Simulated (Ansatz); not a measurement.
# Cu3H: the cost of one run

Computed with Ansatz 0.2.0 (DFT PBE, scalar-relativistic, plane waves, PAW, unless a step's input says otherwise).

### Step 1. The starting structure

Symmetry: P6/mmm, No. 191, hexagonal system. The conventional cell has a = 3.705 Å, b = 3.705 Å, c = 3.910 Å, α = 90.00°, β = 90.00°, γ = 120.00°. Cu (site symmetry 6/mmm) is surrounded by 2 H at 1.96 Å. Cu (site symmetry -6m2) has 3 Cu at 2.14 Å and 3 H at 2.14 Å as nearest neighbours. Around H (site symmetry 6/mmm) lie 8 Cu at 1.96 to 2.14 Å.

As a file:

```
Cu H
1.0
     3.70482    0.00000    0.00000
    -1.85241    3.20847    0.00000
     0.00000    0.00000    3.91005
Cu H
3 1
Direct
  0.00000 0.00000 0.50000
  0.33333 0.66667 0.00000
  0.66667 0.33333 0.00000
  0.00000 0.00000 0.00000
```

This is candidate A: Li3N type (P6/mmm, No. 191).

(A quick probe on a coarse mesh, which set the mesh and smearing, is not shown.)

### Step 3. Coarse relaxation (candidate A)

Contents of input.yaml:

```yaml
crystal:
  lattice:
    - [3.7048212642, 0.0, 0.0]
    - [-1.8524106321, 3.2084693314, 0.0]
    - [0.0, 0.0, 3.9100543911]
  atoms:
    - { symbol: Cu, position: [0.0, 0.0, 0.5] }
    - { symbol: Cu, position: [0.3333333333, 0.6666666667, 0.0] }
    - { symbol: Cu, position: [0.6666666667, 0.3333333333, 0.0] }
    - { symbol: H, position: [0.0, 0.0, 0.0] }
basis:
  ecutwfc: 420
kpoints:
  mp_grid: { grid: [6, 6, 4] }
hamiltonian:
  xc: pbe
scf:
  occupations: { method: gaussian, width: 0.1 }
  lower_state_search: "off"
output:
  forces: true
  stress: true
  eigenvalues: true
relax:
  adjacent_minimum: "off"
  f_tol: 0.04
  max_steps: 70
  cell: { stress_tol: 0.4 }
```

Launch:

```
$ ansatz run input.yaml --threads 1 --pin off --max-ram 2560MiB --backend cpu --events-out ev --progress --plain --runs-dir out
```

Q: Estimate wall time and peak memory on 1 thread of Arm Neoverse V1, shared host.

About 28 s, with a peak of 0.32 GiB.
